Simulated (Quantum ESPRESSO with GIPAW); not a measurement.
# CO2: from the crystal structure to its NMR spectrum

Wanted: NMR shieldings for each site of CO2.

Program: Quantum ESPRESSO with GIPAW 8.0dev (patched build). Level of theory: DFT, PBEsol, plane-wave PAW (pslibrary 1.0.0 recipes), scalar-relativistic, GIPAW; a patched development version of the program. Results are calculated unless marked as measured.

**1. The starting structure**

It takes space group Pbcn (No. 60, orthorhombic). The conventional cell has a = 4.785 Å, b = 6.316 Å, c = 5.679 Å, α = 90.00°, β = 90.00°, γ = 90.00°. Nearest to O lie 1 C at 1.17 Å. C has 2 O at 1.17 Å nearest. Farther neighbours and most contacts between anions are not listed.

The cell is a computed entry of the Materials Project; it need not be the form that is stable at ambient conditions.

This structure had its atoms relaxed beforehand (DFT, PBEsol, plane-wave PAW (pslibrary 1.0.0 recipes), Quantum ESPRESSO with GIPAW), starting from the database entry, since shieldings follow bond lengths closely.

**2. Self-consistent run**

The shielding is a linear response of the occupied states, which this run provides. It is converged far beyond what an energy needs, since the response uses the wavefunctions themselves. No empty states are asked for: the response is solved without them. The mesh has a spacing of 0.50 Å⁻¹ at most. The PAW files were made with ld1.x from the pslibrary 1.0.0 recipes, with GIPAW reconstruction switched on.

scf.in

```
&control
  calculation = 'scf'
  prefix = 'x'
  outdir = './tmp/'
  pseudo_dir = './'
/
&system
  ibrav = 0
  nat = 12
  ntyp = 2
  ecutwfc = 55
  ecutrho = 330
  nbnd = 32
/
&electrons
  conv_thr = 1.0d-10
  mixing_beta = 0.7
  electron_maxstep = 100
/
ATOMIC_SPECIES
  O 15.999 O.pbesol-n-kjpaw_psl.1.0.0-gipaw.UPF
  C 12.011 C.pbesol-n-kjpaw_psl.1.0.0-gipaw.UPF
CELL_PARAMETERS angstrom
  4.78454533 0.00000000 0.00000000
  0.00000000 6.31553964 0.00000000
  0.00000000 0.00000000 5.67889084
ATOMIC_POSITIONS crystal
  O 0.29839926 0.85369135 0.86675401
  O 0.70160074 0.85369135 0.63324599
  O 0.79839926 0.35369135 0.63324599
  O 0.20160074 0.64630865 0.36675401
  O 0.20160074 0.35369135 0.86675401
  O 0.79839926 0.64630865 0.13324599
  O 0.29839926 0.14630865 0.36675401
  O 0.70160074 0.14630865 0.13324599
  C 0.50000000 0.14703928 0.25000000
  C 0.00000000 0.64703928 0.25000000
  C 0.00000000 0.35296072 0.75000000
  C 0.50000000 0.85296072 0.75000000
K_POINTS automatic
  3 2 3 1 1 1
```

Run with:

```sh
$ mpirun -np 4 pw.x -nk 4 -in scf.in > scf.out
```

Output:

```text
using ibrav=0 with symmetry is DISCOURAGED, use correct ibrav instead

     bravais-lattice index     =            0
     lattice parameter (alat)  =       9.0415  a.u.
     unit-cell volume          =    1158.0072 (a.u.)^3
     number of atoms/cell      =           12
     number of atomic types    =            2
     number of electrons       =        64.00
     number of Kohn-Sham states=           32
     kinetic-energy cutoff     =      55.0000  Ry
     charge density cutoff     =     330.0000  Ry
     scf convergence threshold =      1.0E-10
     mixing beta               =       0.7000
     number of iterations used =            8  plain     mixing
     Exchange-correlation= SLA-PW-PSX-PSC
                           (   1   4  10   8   0   0   0)
[...]
O                 6.00    15.99900     O ( 1.00)
     C                 4.00    12.01100     C ( 1.00)

      8 Sym. Ops., with inversion, found ( 6 have fractional translation)
[...]
number of k points=     4
[...]
Dense  grid:   117223 G-vectors     FFT dimensions: (  54,  72,  64)

     Smooth grid:    63837 G-vectors     FFT dimensions: (  48,  60,  54)

     Check: negative core charge=   -0.000008

     Initial potential from superposition of free atoms

     starting charge      63.9998, renormalised to      64.0000
     Starting wfcs are   48 randomized atomic wfcs

     Self-consistent Calculation

     iteration #  1     ecut=    55.00 Ry     beta= 0.70
     Davidson diagonalization with overlap
     ethr =  1.00E-02,  avg # of iterations =  2.2

     total energy              =    -400.48471692 Ry
     estimated scf accuracy    <       1.66612227 Ry

     iteration #  2     ecut=    55.00 Ry     beta= 0.70
     Davidson diagonalization with overlap
     ethr =  2.60E-03,  avg # of iterations = 10.0

     total energy              =    -401.42833833 Ry
     estimated scf accuracy    <       1.92725391 Ry

     iteration #  3     ecut=    55.00 Ry     beta= 0.70
     Davidson diagonalization with overlap
     ethr =  2.60E-03,  avg # of iterations =  1.0

     total energy              =    -401.00111790 Ry
     estimated scf accuracy    <       0.63467218 Ry

[...]
total energy              =    -401.71149322 Ry
[...]
iteration # 40     ecut=    55.00 Ry     beta= 0.70
     Davidson diagonalization with overlap
     ethr =  4.04E-13,  avg # of iterations =  8.2

     total energy              =    -401.71149322 Ry
     estimated scf accuracy    <          1.0E-09 Ry

     iteration # 41     ecut=    55.00 Ry     beta= 0.70
     Davidson diagonalization with overlap
     ethr =  4.04E-13,  avg # of iterations =  5.8

     End of self-consistent calculation
     [one-electron energies left out]

!    total energy              =    -401.71149322 Ry
     total all-electron energy =     -1503.726040 Ry
     estimated scf accuracy    <          9.7E-11 Ry

     The total energy is the sum of the following terms:
     one-electron contribution =    -181.90621186 Ry
     hartree contribution      =     116.59177962 Ry
     xc contribution           =     -76.18157830 Ry
     ewald contribution        =    -163.14319860 Ry
     one-center paw contrib.   =     -97.07228408 Ry

     convergence has been achieved in  41 iterations
[...]
JOB DONE.
```

Wall time 53 s (4 MPI ranks of Arm Neoverse V1, shared host); peak memory 0.55 GiB; 3.5 min of CPU time.

It converged in 41 cycles to an estimated accuracy of 1e-10 Ry, on 4 irreducible k-points.

**3. Magnetic response**

A uniform field breaks periodicity, so gipaw.x applies it as a wave of small q and takes the limit. It solves for the first-order states, builds the induced current and gets the field at each nucleus by Biot–Savart; the PAW spheres add what the smooth waves miss near the nuclei. pawproj makes the reconstruction use the PAW data sets' own projectors.

nmr.in

```
&inputgipaw
  job = 'nmr'
  prefix = 'x'
  tmp_dir = './tmp/'
  restart_mode = 'from_scratch'
  verbosity = 'low'
  q_gipaw = 0.01
  spline_ps = .true.
  conv_threshold = 1.0d-11
  use_nmr_macroscopic_shape = .false.
  pawproj(1) = .true.
  pawproj(2) = .true.
/
```

Run with:

```sh
$ mpirun -np 4 gipaw.x -in nmr.in > nmr.out
```

Output:

```text
[banner, memory and clock lines left out]
[a note of our patched build left out]

     Parallelizing q-star over 1 images

     IMPORTANT: XC functional enforced from input :
     Exchange-correlation= PBESOL
                           (   1   4  10   8   0   0   0)
     Any further DFT definition will be discarded
     Please, verify this is what you really want

     Check: negative core charge=   -0.000008
[...]
alpha_pv=     40.8755 eV

     spline_ps is .false., expect some extrapolation errors

     q-space interpolation up to    66.00 Rydberg

     GIPAW job: nmr
     NMR macroscopic correction: no
[...]
Computing the magnetic susceptibility     isolve=0    ethr=  0.1000E-10
     Starting from scratch
     k-point #    1 of     4      pool #  1    cpu time:       0.6
[...]
End of magnetic susceptibility calculation

     f-sum rule (1st term):
           -60.0226          0.0000          0.0000
             0.0000        -59.9497          0.0000
             0.0000          0.0000        -59.9860

     f-sum rule (2nd term):
            -1.3911          0.0000          0.0000
             0.0000         -1.4598          0.0000
             0.0000          0.0000         -1.4260

     f-sum rule (should be   -61.4085):
           -61.4137          0.0000          0.0000
             0.0000        -61.4095          0.0000
             0.0000          0.0000        -61.4120

[... susceptibilities left out ...]
     Contributions to the NMR chemical shifts: -------------------------------

     Macroscopic shape contribution in ppm:                    0.00
             0.0000          0.0000          0.0000
             0.0000          0.0000          0.0000
             0.0000          0.0000          0.0000

     Core contribution in ppm:

     Atom  1  O   pos: (  0.298399  1.126862  1.028771)  core sigma:         270.50
     Atom  2  O   pos: (  0.701601  1.126862  0.751615)  core sigma:         270.50
     Atom  3  O   pos: (  0.798399  0.466868  0.751615)  core sigma:         270.50
     Atom  4  O   pos: (  0.201601  0.853119  0.435309)  core sigma:         270.50
     Atom  5  O   pos: (  0.201601  0.466868  1.028771)  core sigma:         270.50
     Atom  6  O   pos: (  0.798399  0.853119  0.158153)  core sigma:         270.50
     Atom  7  O   pos: (  0.298399  0.193126  0.435309)  core sigma:         270.50
     Atom  8  O   pos: (  0.701601  0.193126  0.158153)  core sigma:         270.50
     Atom  9  C   pos: (  0.500000  0.194090  0.296731)  core sigma:         199.99
     Atom 10  C   pos: (  0.000000  0.854084  0.296731)  core sigma:         199.99
     Atom 11  C   pos: (  0.000000  0.465904  0.890193)  core sigma:         199.99
     Atom 12  C   pos: (  0.500000  1.125897  0.890193)  core sigma:         199.99

     Bare contribution in ppm:

     Atom  1  O   pos: (  0.298399  1.126862  1.028771)  bare sigma:          48.66
[...]
Atom  2  O   pos: (  0.701601  1.126862  0.751615)  bare sigma:          48.66
[...]
Atom  3  O   pos: (  0.798399  0.466868  0.751615)  bare sigma:          48.66
[...]
Atom  4  O   pos: (  0.201601  0.853119  0.435309)  bare sigma:          48.66
[...]
Atom  5  O   pos: (  0.201601  0.466868  1.028771)  bare sigma:          48.66
[...]
Atom  6  O   pos: (  0.798399  0.853119  0.158153)  bare sigma:          48.66
[...]
Atom  7  O   pos: (  0.298399  0.193126  0.435309)  bare sigma:          48.66
[...]
Atom  8  O   pos: (  0.701601  0.193126  0.158153)  bare sigma:          48.66
[...]
Atom  9  C   pos: (  0.500000  0.194090  0.296731)  bare sigma:         -54.68
[...]
Atom 10  C   pos: (  0.000000  0.854084  0.296731)  bare sigma:         -54.68
[...]
Atom 11  C   pos: (  0.000000  0.465904  0.890193)  bare sigma:         -54.68
[...]
Atom 12  C   pos: (  0.500000  1.125897  0.890193)  bare sigma:         -54.68
[...]
Diamagnetic contribution in ppm:

     Atom  1  O   pos: (  0.298399  1.126862  1.028771)  dia sigma:          17.18
[...]
Atom  2  O   pos: (  0.701601  1.126862  0.751615)  dia sigma:          17.18
[...]
Atom  3  O   pos: (  0.798399  0.466868  0.751615)  dia sigma:          17.18
[...]
Atom  4  O   pos: (  0.201601  0.853119  0.435309)  dia sigma:          17.18
[...]
Atom  5  O   pos: (  0.201601  0.466868  1.028771)  dia sigma:          17.18
[...]
Atom  6  O   pos: (  0.798399  0.853119  0.158153)  dia sigma:          17.18
[...]
Atom  7  O   pos: (  0.298399  0.193126  0.435309)  dia sigma:          17.18
[...]
Atom  8  O   pos: (  0.701601  0.193126  0.158153)  dia sigma:          17.18
[...]
Atom  9  C   pos: (  0.500000  0.194090  0.296731)  dia sigma:           4.68
[...]
Atom 10  C   pos: (  0.000000  0.854084  0.296731)  dia sigma:           4.68
[...]
Atom 11  C   pos: (  0.000000  0.465904  0.890193)  dia sigma:           4.68
[...]
Atom 12  C   pos: (  0.500000  1.125897  0.890193)  dia sigma:           4.68
[...]
Paramagnetic contribution in ppm:

     Atom  1  O   pos: (  0.298399  1.126862  1.028771)  para sigma:          47.92
[...]
Atom  2  O   pos: (  0.701601  1.126862  0.751615)  para sigma:          47.92
[...]
Atom  3  O   pos: (  0.798399  0.466868  0.751615)  para sigma:          47.92
[...]
Atom  4  O   pos: (  0.201601  0.853119  0.435309)  para sigma:          47.92
[...]
Atom  5  O   pos: (  0.201601  0.466868  1.028771)  para sigma:          47.92
[...]
Atom  6  O   pos: (  0.798399  0.853119  0.158153)  para sigma:          47.92
[...]
Atom  7  O   pos: (  0.298399  0.193126  0.435309)  para sigma:          47.92
[...]
Atom  8  O   pos: (  0.701601  0.193126  0.158153)  para sigma:          47.92
[...]
Atom  9  C   pos: (  0.500000  0.194090  0.296731)  para sigma:         -83.48
[...]
Atom 10  C   pos: (  0.000000  0.854084  0.296731)  para sigma:         -83.48
[...]
Atom 11  C   pos: (  0.000000  0.465904  0.890193)  para sigma:         -83.48
[...]
Atom 12  C   pos: (  0.500000  1.125897  0.890193)  para sigma:         -83.48
[...]
Paramagnetic US occ-occ contribution in ppm:

     Atom  1  O   pos: (  0.298399  1.126862  1.028771)  para_oo sigma:          -3.41
[...]
Atom  2  O   pos: (  0.701601  1.126862  0.751615)  para_oo sigma:          -3.41
[...]
Atom  3  O   pos: (  0.798399  0.466868  0.751615)  para_oo sigma:          -3.41
[...]
Atom  4  O   pos: (  0.201601  0.853119  0.435309)  para_oo sigma:          -3.41
[...]
Atom  5  O   pos: (  0.201601  0.466868  1.028771)  para_oo sigma:          -3.41
[...]
Atom  6  O   pos: (  0.798399  0.853119  0.158153)  para_oo sigma:          -3.41
[...]
Atom  7  O   pos: (  0.298399  0.193126  0.435309)  para_oo sigma:          -3.41
[...]
Atom  8  O   pos: (  0.701601  0.193126  0.158153)  para_oo sigma:          -3.41
[...]
Atom  9  C   pos: (  0.500000  0.194090  0.296731)  para_oo sigma:          -1.00
[...]
Atom 10  C   pos: (  0.000000  0.854084  0.296731)  para_oo sigma:          -1.00
[...]
Atom 11  C   pos: (  0.000000  0.465904  0.890193)  para_oo sigma:          -1.00
[...]
Atom 12  C   pos: (  0.500000  1.125897  0.890193)  para_oo sigma:          -1.00
[...]
Paramagnetic US L_R Q_R contribution in ppm:

     Atom  1  O   pos: (  0.298399  1.126862  1.028771)  para_lq sigma:        -207.06
[...]
Atom  2  O   pos: (  0.701601  1.126862  0.751615)  para_lq sigma:        -207.06
[...]
Atom  3  O   pos: (  0.798399  0.466868  0.751615)  para_lq sigma:        -207.06
[...]
Atom  4  O   pos: (  0.201601  0.853119  0.435309)  para_lq sigma:        -207.06
[...]
Atom  5  O   pos: (  0.201601  0.466868  1.028771)  para_lq sigma:        -207.06
[...]
Atom  6  O   pos: (  0.798399  0.853119  0.158153)  para_lq sigma:        -207.06
[...]
Atom  7  O   pos: (  0.298399  0.193126  0.435309)  para_lq sigma:        -207.06
[...]
Atom  8  O   pos: (  0.701601  0.193126  0.158153)  para_lq sigma:        -207.06
[...]
Atom  9  C   pos: (  0.500000  0.194090  0.296731)  para_lq sigma:         -27.52
[...]
Atom 10  C   pos: (  0.000000  0.854084  0.296731)  para_lq sigma:         -27.52
[...]
Atom 11  C   pos: (  0.000000  0.465904  0.890193)  para_lq sigma:         -27.52
[...]
Atom 12  C   pos: (  0.500000  1.125897  0.890193)  para_lq sigma:         -27.52
[...]
Total NMR chemical shifts in ppm: ---------------------------------------
     (adopting the Simpson convention for anisotropy and asymmetry)-----------

     Atom  1  O   pos: (  0.298399  1.126862  1.028771)  Total sigma:         173.78
           278.7339          0.2357       -143.8214
             1.6637         70.7336         -1.4556
          -143.3728         -0.3302        171.8613

     O       1    anisotropy:    307.12    eta:    0.0069
[...]
Atom  2  O   pos: (  0.701601  1.126862  0.751615)  Total sigma:         173.78
[... its tensor is left out ...]
     Atom  3  O   pos: (  0.798399  0.466868  0.751615)  Total sigma:         173.78
[... its tensor is left out ...]
     Atom  4  O   pos: (  0.201601  0.853119  0.435309)  Total sigma:         173.78
[... its tensor is left out ...]
     Atom  5  O   pos: (  0.201601  0.466868  1.028771)  Total sigma:         173.78
[... its tensor is left out ...]
     Atom  6  O   pos: (  0.798399  0.853119  0.158153)  Total sigma:         173.78
[... its tensor is left out ...]
     Atom  7  O   pos: (  0.298399  0.193126  0.435309)  Total sigma:         173.78
[... its tensor is left out ...]
     Atom  8  O   pos: (  0.701601  0.193126  0.158153)  Total sigma:         173.78
[... its tensor is left out ...]
     Atom  9  C   pos: (  0.500000  0.194090  0.296731)  Total sigma:          37.99
           157.1803          0.0000       -163.0970
             0.0000        -78.8077          0.0000
          -164.2709         -0.0000         35.5953

     C       9    anisotropy:    349.51    eta:    0.0025
[...]
Atom 10  C   pos: (  0.000000  0.854084  0.296731)  Total sigma:          37.99
[... its tensor is left out ...]
     Atom 11  C   pos: (  0.000000  0.465904  0.890193)  Total sigma:          37.99
[... its tensor is left out ...]
     Atom 12  C   pos: (  0.500000  1.125897  0.890193)  Total sigma:          37.99
[... its tensor is left out ...]
```

Wall time 3 min (4 MPI ranks); peak memory 0.41 GiB; 12 min of CPU time.

The f-sum rule is met to 0.0052 of 61.4 (0.008 %). Converged shieldings require that this miss be small, but a small miss does not prove them.

From the symmetric part of each tensor, with principal values σ11 ≤ σ22 ≤ σ33: σ_iso is their mean, the span is σ33 − σ11 and the skew 3(σ_iso − σ22)/span. (gipaw.x prints an anisotropy in another convention.)

| site | atom no. | atoms in cell | σ_iso (ppm) | span (ppm) | skew |
| --- | --- | --- | --- | --- | --- |
| O | 1 | 8 | 173.8 | 307.8 | 0.99 |
| C | 9 | 4 | 38.0 | 349.8 | 1.00 |

The macroscopic shape term is switched off. For a spherical sample the valence susceptibility of this run would add about 7 ppm to every site, a rough estimate, since the susceptibility converges slowly and lacks part of the PAW terms. Differences within the crystal don't depend on it, but shieldings of different compounds can't be compared to better than a few ppm without it.

In this run the largest span is that of C (site symmetry 2), with principal values -78.8, -78.2 and 271.0 ppm. On O the most shielded direction lies along its short bond to C: a field along the bond can't mix the bonding orbital with those across it, so the paramagnetic term is smallest there.

How the isotropic values are made up (ppm). The core part is that of the free atom's core; bare is the current of the smooth valence states; the last two are what the PAW spheres add to the diamagnetic and the paramagnetic current:

| site | core | bare | reconstruction, dia | reconstruction, para |
| --- | --- | --- | --- | --- |
| O | 270.5 | 48.7 | 17.2 | -162.6 |
| C | 200.0 | -54.7 | 4.7 | -112.0 |

17O also has a quadrupolar coupling here. It is not given: on PAW files the efg job of this gipaw.x leaves out the augmentation charge of neighbouring atoms and can miss by tens of per cent.

**4. Sites, surroundings and shifts**

A shielding is counted from the bare nucleus and a shift from a reference compound, with the opposite sign. Here the reference is a mean over several measured solids, with the slope held at one.

To turn shieldings into shifts, lines fitted to measured solids are used. 13C: δ = (162.2 − σ), zero at TMS, fitted to 5 measured values, from C, Li2CO3, MgCO3, Na2CO3 and SiC, with a scatter of 0.85 ppm r.m.s., on σ without the shape term. Kinds of site that fitted badly were split off after the misses were seen, so the scatter is that of the points kept.

Covalently bonded atoms count as neighbours within 1.18 times the sum of their radii. Otherwise a cation's neighbours lie within 1.2 times its shortest bond (1.3 for large cations, each anion's radius taken off where they differ), and an anion's are the cations that count it.

```
site  atom no.  atoms in cell  surroundings  bonds (Å)  δ_iso (ppm)
   O         1              8    bound to C      1.170            -
   C         9              4           CO2      1.170        124.3
```

Simulated spectrum: 13C MAS at 8 kHz, 16.4 T (175.6 MHz), lines broadened by 1.1 ppm; rigid lattice, with dipolar and J couplings left out. Lines over 1.5 % of the strongest (ppm: area): 306.5: 0.04, 260.9: 0.26, 215.4: 1.00, 169.8: 0.96, 124.3: 0.51, 78.7: 0.11, 33.2: 0.55, -12.4: 0.34, -58.0: 0.26, -103.5: 0.10, -149.1: 0.03. Spinning sidebands lie 45.6 ppm apart.

**5. What the settings change**

Each row names what was changed: the structure as given shows what the relaxation did; another mesh tests the sampling of the zone; another functional shows how far the paramagnetic term hangs on the exchange-correlation form.

Changes of σ_iso (ppm) against the run above (PBEsol, cutoffs 55 and 330 Ry, mesh 3×2×3, 15 min). Times are CPU times of pw.x and gipaw.x together, on 4 MPI ranks of Arm Neoverse V1, shared host; on a shared host they are rough.

| run | CPU time | f-sum miss | O | C |
| --- | --- | --- | --- | --- |
| structure as given | 17 min | 0.0051 | +3.0 | +0.7 |
| mesh 4×3×3 | 30 min | 0.0037 | -0.1 | -0.0 |
| LDA | 14 min | 0.0051 | -4.0 | -4.2 |

The largest move is -4.2 ppm, on C, from LDA.

**6. Outcome**

| Quantity | Value |
| --- | --- |
| 13C shift | 124.3 ppm |
| 17O shielding without shape term | 173.8 ppm |

What this shows: 13C has one site (CO2), with isotropic shift 124.3 ppm. Going to mesh 4×3×3 changes no isotropic shielding by more than 0.059 ppm, so the main run is converged in that respect. A higher cutoff was not carried through on these files. The largest change with the functional is 4.2 ppm in absolute shielding; part of that drops out once each functional has its own reference line. This build of gipaw.x prints that it is not audited and that its numbers are no references by themselves. It also reports spline_ps as false although the input sets it; why was not traced.

[Banner, clock, file and message-heading lines were taken out of the pw.x and gipaw.x logs.]

[Logs are printed without paths, hosts, clocks, repeated set-up lines and the standing remarks that a program may print on its own settings, such as how far it seeks lower states.]

[Hosts, paths, dates, database ids (printed as entryN), source tags and the programs' standing remarks are cut or masked in the printed files.]

[Where no reference line passes its bar on scatter, no shift is given, so a measured shift of this compound may stand uncompared.]
